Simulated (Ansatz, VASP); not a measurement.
## SrO in VASP and in Ansatz

```
Sr O
1.0
     0.00000    2.58000    2.58000
     2.58000    0.00000    2.58000
     2.58000    2.58000    0.00000
Sr O
1 1
Direct
  0.00000 0.00000 0.00000
  0.50000 0.50000 0.50000
```

Alike in both runs: task single point; functional r2SCAN; k mesh 6 × 6 × 6; no spin polarisation.

|  | VASP | Ansatz |
| --- | --- | --- |
| version | VASP 6.6.1 | Ansatz 0.2.0 |
| potentials or method | VASP PAW PBE potentials, release 64 (Sr_sv, O) | scalar-relativistic, plane waves, PAW |
| plane-wave cutoff (eV) | 520 | 500 |
| occupations | gaussian, width 0.01 eV | fixed |
| valence electrons in the cell | 16 | 16 |

```tsv
	VASP	Ansatz	Ansatz less VASP
gap on the k mesh at the Fermi level (eV)	3.75	3.80	+0.051
least direct gap on the mesh (eV)	3.84	3.88	+0.039
```

 A k mesh can miss the band edges. r2SCAN opens gaps a little over a GGA but as a rule still falls short of measured ones.
